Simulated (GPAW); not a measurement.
Write an ASE script for GPAW 26.7.0 that does the following.

```
Task                      : band structure
Functional                : C09-vdW
Potentials or basis       : GPAW PAW data sets (gpaw-data 1.2.1)
Cutoff                    : 600 eV
Basis                     : pw
k mesh                    : 6 × 6 × 6
Occupations               : fermi-dirac, width 0.05 eV
Spin                      : spin-orbit coupling, no magnetisation
Maxiter                   : 150
Band path                 : GXWKGLUWLK,UX
Band points               : 100
spin axis theta (degrees) : 0
spin axis phi (degrees)   : 0
Soc after scf             : second variation
```

The system is HgSe.

```xyz
2
Lattice="0.0000 3.0390 3.0390 3.0390 0.0000 3.0390 3.0390 3.0390 0.0000" Properties=species:S:1:pos:R:3 pbc="T T T"
Hg    0.0000    0.0000    0.0000
Se    1.5195    1.5195    1.5195
```

These files were run (other wordings do the same):

run.py

```python
import numpy as np
from ase.dft.bandgap import bandgap
from ase.io import write
from ase.spacegroup import crystal
from gpaw import GPAW, PW
from gpaw.spinorbit import soc_eigenstates

# Hg 4a
# Se 4c
atoms = crystal(['Hg', 'Se'],
                basis=[[0.0, 0.0, 0.0],
                       [0.25, 0.25, 0.25]],
                spacegroup=216, setting=1,  # F-43m
                cellpar=[6.078, 6.078, 6.078, 90.0, 90.0, 90.0],
                primitive_cell=True)

calc = GPAW(mode=PW(600),
            xc={'name': 'C09-vdW', 'backend': 'libvdwxc'},
            kpts={'size': (6, 6, 6), 'gamma': True},
            occupations={'name': 'fermi-dirac', 'width': 0.05},
            nbands=18,
            convergence={'density': 1e-05, 'energy': 1e-05},
            maxiter=150,
            txt='gpaw.txt')
atoms.calc = calc
energy = atoms.get_potential_energy()
forces = atoms.get_forces()
calc.write('gs.gpw')
write('result.traj', atoms)
print(f'Energy: {energy:.6f} eV')
print('Forces (eV/A):')
print(forces.round(4))
print('Fermi level:', round(calc.get_fermi_level(), 4), 'eV')
print(f'Gap: {bandgap(calc)[0]:.4f} eV, direct: {bandgap(calc, direct=True)[0]:.4f} eV')

path = atoms.cell.bandpath('GXWKGLUWLK,UX', npoints=100, eps=1e-4)
bs_calc = calc.fixed_density(kpts=path, symmetry='off', nbands=30,
                             convergence={'bands': 'CBM+6.0', 'eigenstates': 1e-6}, txt='bands.txt')
bs = bs_calc.band_structure()
bs.write('bs.json')
print(f'Gap on the path: {bandgap(bs_calc)[0]:.4f} eV')

soc = soc_eigenstates(bs_calc, theta=0, phi=0)
np.savetxt('soc_bands.dat', soc.eigenvalues(), fmt='%.4f')
mesh = soc_eigenstates('gs.gpw', theta=0, phi=0)
np.savetxt('soc_mesh.dat', mesh.eigenvalues(), fmt='%.4f')
print('Fermi level with spin-orbit coupling:', round(mesh.fermi_level, 4), 'eV')
```

Potentials or basis: GPAW PAW data sets (gpaw-data 1.2.1), pw.

Command:

```console
$ OMP_NUM_THREADS=1 python run.py
```

Results of the run:

```
Band gap along the path : none (metal or under the smearing width)
```

Caveat: spin-orbit coupling was added after a scalar SCF, so levels and gaps hold it while energy, forces, pressure and moments don't; this program's spin-orbit splittings come out too wide for heavy elements; the PAW data sets were made with another functional, which shifts forces and pressure a little.

Wall time 27 s on 1 thread of Intel(R) Xeon(R) 6975P-C (Granite Rapids), on a shared host, peak memory 0.36 GiB.
